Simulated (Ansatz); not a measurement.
**Lattice vibrations of BeTe at Γ at 6 GPa**

All numbers below come from DFT LDA, scalar-relativistic, plane waves, PAW in Ansatz. Settings: 420 eV plane-wave cutoff, Γ-centred 10×10×10 mesh, fixed occupations. No spin polarisation. Phonons by linear response, acoustic sum rule imposed.

The cell, relaxed at 6 GPa:
```
Be Te
1.0
     0.00000    2.70407    2.70407
     2.70407    0.00000    2.70407
     2.70407    2.70407    0.00000
Be Te
1 1
Direct
  0.00000 0.00000 0.00000
  0.75000 0.75000 0.75000
```

Spin–orbit coupling is left out, which matters for heavy elements.

Problem. Give the high-frequency dielectric tensor ε∞.

Solution.
```
7.68 0.00 0.00
0.00 7.68 0.00
0.00 0.00 7.68
```

Problem. Give the Born effective charges.

Solution.
```tsv
atom	Z*xx	Z*yy	Z*zz	mean
Be (atom 1)	1.07	1.07	1.07	1.07
Te (atom 2)	-1.07	-1.07	-1.07	-1.07
```

Problem. How large is the static dielectric tensor with the ions free to move, and what share of it is ionic?

Solution.
```
8.3 0.0 0.0
0.0 8.3 0.0
0.0 0.0 8.3
```
The ions give 7 % of its trace.

Cost: 1 run of about 0.54 core-minutes, on Intel Xeon 6975P-C (Granite Rapids) (shared hosts).